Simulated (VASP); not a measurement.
# BeTe (F-43m) in VASP: a series of runs, part 2 of 2

VASP 6.6.1. The steps go on from the part before.

**3. Relaxation of cell and atoms, PBEsol**

This run uses another cell than the first one, of 21.25 Å³/atom, 0.962 times its volume.

Input file INCAR:

```
PREC     = Accurate       # precision mode
ENCUT    = 600            # plane-wave cutoff, eV
EDIFF    = 1E-6           # SCF threshold, eV
ISMEAR   = 0              # smearing method
SIGMA    = 0.03           # smearing width, eV
LREAL    = F              # projectors in reciprocal space
LASPH    = T              # aspherical terms in the spheres
NELM     = 80             # most SCF steps
ALGO     = Normal         # electronic algorithm
ISIF     = 3              # what is computed and relaxed
LWAVE    = F              # write WAVECAR
LCHARG   = F              # write CHGCAR
GGA      = PS             # functional
IBRION   = 2              # ionic algorithm
NSW      = 90             # ionic steps
EDIFFG   = -0.01          # ionic threshold
```

Input file KPOINTS:

```
regular mesh
0
Gamma
  8 8 8
```

Input file POSCAR:

```
BeTe
1.0
    0.0000000000      2.7700000000      2.7700000000
    2.7700000000      0.0000000000      2.7700000000
    2.7700000000      2.7700000000      0.0000000000
Be Te
1 1
Direct
    0.0000000000      0.0000000000      0.0000000000
    0.2500000000      0.2500000000      0.2500000000
```

Potentials or basis: VASP PAW PBE potentials, release 64 (Be, Te).

Started as:

```sh
cat potpaw_PBE.64/Be/POTCAR potpaw_PBE.64/Te/POTCAR > POTCAR
mpirun -np 1 vasp_std > vasp.out
```

OUTCAR:

```text
PREC = Accurate
   ENCUT = 600
   EDIFF = 1E-6
   ISMEAR = 0
   LREAL = F
   LASPH = T
   NELM = 80
   ISIF = 3
   GGA = PS
   IBRION = 2
   NSW = 90
   EDIFFG = -0.01

 ion  position               nearest neighbor table
   1  0.000  0.000  0.000-   2 2.40   2 2.40   2 2.40   2 2.40
   2  0.250  0.250  0.250-   1 2.40   1 2.40   1 2.40   1 2.40

  LATTYP: Found a face centered cubic cell.
 ALAT       =     5.5400000000

  Lattice vectors:

 A1 = (   0.0000000000,   2.7700000000,   2.7700000000)
 A2 = (   2.7700000000,   0.0000000000,   2.7700000000)
 A3 = (   2.7700000000,   2.7700000000,   0.0000000000)

Analysis of symmetry for initial positions (statically):
[... 261 lines left out ...]
 cond. band min:       6.9495463527   @ k =   0.5000   0.5000   0.0000
 fundamental gap:      1.8278973334
 Fermi energy:         5.2756464452

 k-point     1 :       0.0000    0.0000    0.0000
  band No.  band energies     occupation
      1      -7.2807      2.00000
      2       5.1216      2.00000
      3       5.1216      2.00000
      4       5.1216      2.00000
      5       8.7120      0.00000
      6       8.7120      0.00000
      7       8.7120      0.00000
      8       8.9299      0.00000
[... 243 lines left out ...]
 k-point    24 :      -0.3750    0.2500    0.1250
  band No.  band energies     occupation
      1      -5.6594      2.00000
      2      -0.0873      2.00000
      3       2.1698      2.00000
      4       3.1730      2.00000
      5       9.2598      0.00000
      6       9.4712      0.00000
      7      11.8103      0.00000
      8      12.8709      0.00000

 [... further k-points ...]

------------------------ aborting loop because EDIFF is reached ----------------------------------------

  FORCE on cell =-STRESS in cart. coord.  units (eV):
  Direction    XX          YY          ZZ          XY          YZ          ZX
  --------------------------------------------------------------------------------------
  -------------------------------------------------------------------------------------
  Total        0.0005010      0.0005010      0.0005010     -0.0000000     -0.0000000      0.0000000
  in kB        0.0181636      0.0181636      0.0181636     -0.0000000     -0.0000000      0.0000000
  external PRESSURE =       0.0181636 kB  Pullay stress =       0.0000000 kB
[... 17 lines left out ...]
  FREE ENERGIE OF THE ION-ELECTRON SYSTEM (eV)
  ---------------------------------------------------
  free  energy   TOTEN  =        -8.2159345964 eV

  energy  without entropy=       -8.2159345964  energy(sigma->0) =       -8.21593460

 reached required accuracy - stopping structural energy minimisation
```

OSZICAR:

```text
N       E                     dE             d eps       ncg     rms          rms(c)
DAV:   1     0.216336351785E+02    0.21634E+02   -0.36819E+03   464   0.896E+02
DAV:   2    -0.757008570093E+01   -0.29204E+02   -0.28172E+02   648   0.107E+02
DAV:   3    -0.837021528286E+01   -0.80013E+00   -0.80013E+00   560   0.228E+01
[... 21 lines left out ...]
DAV:   2    -0.821629959324E+01    0.14755E-02   -0.32889E-03   472   0.325E-01    0.103E-01
DAV:   3    -0.821595629991E+01    0.34329E-03   -0.15063E-03   552   0.194E-01    0.528E-02
DAV:   4    -0.821594338924E+01    0.12911E-04   -0.32688E-05   512   0.437E-02    0.417E-02
DAV:   5    -0.821593482550E+01    0.85637E-05   -0.20925E-05   592   0.254E-02    0.734E-03
DAV:   6    -0.821593459638E+01    0.22912E-06   -0.88441E-07   304   0.591E-03
   3 F= -.82159346E+01 E0= -.82159346E+01  d E =-.129222E-01
```

Run time: 11 s. Hardware: 1 thread of Intel Xeon 6975P-C (Granite Rapids), shared host; peak memory 0.18 GiB.

What came out:

```yaml
Free_energy: -8.2159 eV
Relaxed_volume: 22.10 Å³/atom
Relaxed_cell: a = 3.968 Å, b = 3.968 Å, c = 3.968 Å, α = 60.00°, β = 60.00°, γ = 60.00°
Space_group_after_relaxing_to_0.05_Å: F-43m (No. 216)
Energy_gained_by_relaxing: 6.5 meV/atom
Ionic_steps: 3
Pressure_after_relaxing: 0.0 GPa
Band_gap_on_the_k_mesh: 1.83 eV, indirect (least direct gap 3.59 eV)
```

The path:
```csv
step,energy change (eV),largest force (eV/Å),pressure (GPa),volume (Å³)
1,0.0000,0.0000,2.54,42.51
2,-0.0122,0.0000,-0.55,44.61
3,-0.0129,0.0000,0.00,44.19
```

Final structure:
```
CELL_PARAMETERS angstrom
0.00000 2.80614 2.80614
2.80614 0.00000 2.80614
2.80614 2.80614 0.00000
ATOMIC_POSITIONS crystal
Be 0.00000 0.00000 0.00000
Te 0.25000 0.25000 0.25000
```

Levels at points of the mesh, in eV from the valence-band top:
```tsv
k point	band 1	band 2	band 3	band 4	band 5	band 6	band 7	band 8
(0.00, 0.00, 0.00)	-12.40	0.00	0.00	0.00	3.59	3.59	3.59	3.81
(0.50, 0.00, 0.00)	-11.03	-5.64	-1.15	-1.15	3.06	4.55	4.55	7.66
(0.50, 0.50, 0.00)	-10.52	-5.19	-2.70	-2.70	1.83	2.60	9.77	9.77
```

Caveat: the PAW data sets were made with another functional, which shifts forces and pressure a little; spin-orbit coupling is left out, which moves the levels of the heavy elements.

**4. Relaxation of cell and atoms, PBEsol**

INCAR, as its differences from that of step 3:

```diff
@@ -2,3 +2,3 @@
 ENCUT    = 600            # plane-wave cutoff, eV
-EDIFF    = 1E-6           # SCF threshold, eV
+EDIFF    = 1E-7           # SCF threshold, eV
 ISMEAR   = 0              # smearing method
@@ -15,2 +15,2 @@
 NSW      = 90             # ionic steps
-EDIFFG   = -0.01          # ionic threshold
+EDIFFG   = -0.005         # ionic threshold
```

KPOINTS is that of step 3.

Input file POSCAR:

```
BeTe                                    
1.0
   -0.0000000000      2.8061350129      2.8061350129
    2.8061350129     -0.0000000000      2.8061350129
    2.8061350129      2.8061350129      0.0000000000
  Be              Te            
     1     1
Direct
     0.0000000000000000    0.0000000000000000    0.0000000000000000
     0.2500000000000000    0.2500000000000000    0.2500000000000000
```

Started as:

```sh
cat potpaw_PBE.64/Be/POTCAR potpaw_PBE.64/Te/POTCAR > POTCAR
mpirun -np 1 vasp_std > vasp.out
```

Wall time 6 s (1 thread of Intel Xeon 6975P-C (Granite Rapids), shared host); peak memory 0.18 GiB.

Results (log left out):

| Property | Result |
| --- | --- |
| Free energy | -8.2160 eV |
| Pressure after relaxing | 0.0 GPa |
| Band gap on the k mesh | 1.83 eV, indirect (least direct gap 3.59 eV) |

Final structure:
```
CELL_PARAMETERS angstrom
0.00000 2.80614 2.80614
2.80614 0.00000 2.80614
2.80614 2.80614 0.00000
ATOMIC_POSITIONS crystal
Be 0.00000 0.00000 0.00000
Te 0.25000 0.25000 0.25000
```

Levels at points of the mesh, in eV from the valence-band top:
```tsv
k point	band 1	band 2	band 3	band 4	band 5	band 6	band 7	band 8
(0.00, 0.00, 0.00)	-12.40	0.00	0.00	0.00	3.59	3.59	3.59	3.81
(0.50, 0.00, 0.00)	-11.03	-5.64	-1.15	-1.15	3.06	4.55	4.55	7.66
(0.50, 0.50, 0.00)	-10.52	-5.19	-2.70	-2.70	1.83	2.60	9.77	9.77
```

Caveat: the relaxation stopped at its first step, so nothing moved; the PAW data sets were made with another functional, which shifts forces and pressure a little; spin-orbit coupling is left out, which moves the levels of the heavy elements. A k mesh can miss the band edges.
